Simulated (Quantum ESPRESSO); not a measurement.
Input of a Quantum ESPRESSO 7.5 run:

File pw.in:

```
&CONTROL
  calculation = 'scf'
  prefix = 'pwscf'
  outdir = './tmp'
  pseudo_dir = './pseudo'
  tprnfor = .true.
  tstress = .true.
  disk_io = 'low'
/
&SYSTEM
  ibrav = 0
  nat = 1
  ntyp = 1
  ecutwfc = 66
  nbnd = 13
  occupations = 'smearing'
  smearing = 'fd'
  degauss = 0.00367493
/
&ELECTRONS
  conv_thr = 2d-10
  electron_maxstep = 120
  mixing_beta = 0.5
/
ATOMIC_SPECIES
Bi   208.9804 Bi.upf
CELL_PARAMETERS angstrom
  -1.9814305318    1.9814305318    1.9814305318
   1.9814305318   -1.9814305318    1.9814305318
   1.9814305318    1.9814305318   -1.9814305318
ATOMIC_POSITIONS crystal
Bi     0.0000000000    0.0000000000    0.0000000000
K_POINTS automatic
9 9 9 0 0 0
```

The input bands.in:

```
&CONTROL
  calculation = 'bands'
  prefix = 'pwscf'
  outdir = './tmp'
  pseudo_dir = './pseudo'
  disk_io = 'low'
  verbosity = 'high'
/
&SYSTEM
  ibrav = 0
  nat = 1
  ntyp = 1
  ecutwfc = 66
  nbnd = 13
  occupations = 'smearing'
  smearing = 'fd'
  degauss = 0.00367493
/
&ELECTRONS
  conv_thr = 1d-08
  electron_maxstep = 120
  mixing_beta = 0.5
  diago_full_acc = .true.
  startingwfc = 'random'
/
ATOMIC_SPECIES
Bi   208.9804 Bi.upf
CELL_PARAMETERS angstrom
  -1.9814305318    1.9814305318    1.9814305318
   1.9814305318   -1.9814305318    1.9814305318
   1.9814305318    1.9814305318   -1.9814305318
ATOMIC_POSITIONS crystal
Bi     0.0000000000    0.0000000000    0.0000000000
K_POINTS crystal
60
 0.0000000000  0.0000000000  0.0000000000 1
 0.0416666667 -0.0416666667  0.0416666667 1
 0.0833333333 -0.0833333333  0.0833333333 1
 0.1250000000 -0.1250000000  0.1250000000 1
 0.1666666667 -0.1666666667  0.1666666667 1
 0.2083333333 -0.2083333333  0.2083333333 1
 0.2500000000 -0.2500000000  0.2500000000 1
 0.2916666667 -0.2916666667  0.2916666667 1
 0.3333333333 -0.3333333333  0.3333333333 1
 0.3750000000 -0.3750000000  0.3750000000 1
 0.4166666667 -0.4166666667  0.4166666667 1
 0.4583333333 -0.4583333333  0.4583333333 1
 0.5000000000 -0.5000000000  0.5000000000 1
 0.4375000000 -0.4375000000  0.5000000000 1
 0.3750000000 -0.3750000000  0.5000000000 1
 0.3125000000 -0.3125000000  0.5000000000 1
 0.2500000000 -0.2500000000  0.5000000000 1
 0.1875000000 -0.1875000000  0.5000000000 1
 0.1250000000 -0.1250000000  0.5000000000 1
 0.0625000000 -0.0625000000  0.5000000000 1
 0.0000000000  0.0000000000  0.5000000000 1
 0.0000000000  0.0000000000  0.4444444444 1
 0.0000000000  0.0000000000  0.3888888889 1
 0.0000000000  0.0000000000  0.3333333333 1
 0.0000000000  0.0000000000  0.2777777778 1
 0.0000000000  0.0000000000  0.2222222222 1
 0.0000000000  0.0000000000  0.1666666667 1
 0.0000000000  0.0000000000  0.1111111111 1
 0.0000000000  0.0000000000  0.0555555556 1
 0.0000000000  0.0000000000  0.0000000000 1
 0.0227272727  0.0227272727  0.0227272727 1
 0.0454545455  0.0454545455  0.0454545455 1
 0.0681818182  0.0681818182  0.0681818182 1
 0.0909090909  0.0909090909  0.0909090909 1
 0.1136363636  0.1136363636  0.1136363636 1
 0.1363636364  0.1363636364  0.1363636364 1
 0.1590909091  0.1590909091  0.1590909091 1
 0.1818181818  0.1818181818  0.1818181818 1
 0.2045454545  0.2045454545  0.2045454545 1
 0.2272727273  0.2272727273  0.2272727273 1
 0.2500000000  0.2500000000  0.2500000000 1
 0.2708333333  0.1875000000  0.2708333333 1
 0.2916666667  0.1250000000  0.2916666667 1
 0.3125000000  0.0625000000  0.3125000000 1
 0.3333333333  0.0000000000  0.3333333333 1
 0.3541666667 -0.0625000000  0.3541666667 1
 0.3750000000 -0.1250000000  0.3750000000 1
 0.3958333333 -0.1875000000  0.3958333333 1
 0.4166666667 -0.2500000000  0.4166666667 1
 0.4375000000 -0.3125000000  0.4375000000 1
 0.4583333333 -0.3750000000  0.4583333333 1
 0.4791666667 -0.4375000000  0.4791666667 1
 0.5000000000 -0.5000000000  0.5000000000 1
 0.2500000000  0.2500000000  0.2500000000 1
 0.2083333333  0.2083333333  0.2916666667 1
 0.1666666667  0.1666666667  0.3333333333 1
 0.1250000000  0.1250000000  0.3750000000 1
 0.0833333333  0.0833333333  0.4166666667 1
 0.0416666667  0.0416666667  0.4583333333 1
 0.0000000000  0.0000000000  0.5000000000 1
```

Potentials or basis: PseudoDojo 0.4.1 SR PBEsol standard.

Launch:

```bash
$ OMP_NUM_THREADS=1 mpirun -n 2 pw.x -nk 2 -in pw.in > pw.out
$ OMP_NUM_THREADS=1 mpirun -n 2 pw.x -nk 2 -in bands.in > bands.out
```

(1) Estimate the pressure.

(2) What does it give for the band gap on the k mesh?

Results:

(1) -2.0 GPa.

(2) none (metal or under the smearing width).

Caveat: spin-orbit coupling is left out, which moves the levels of the heavy elements.
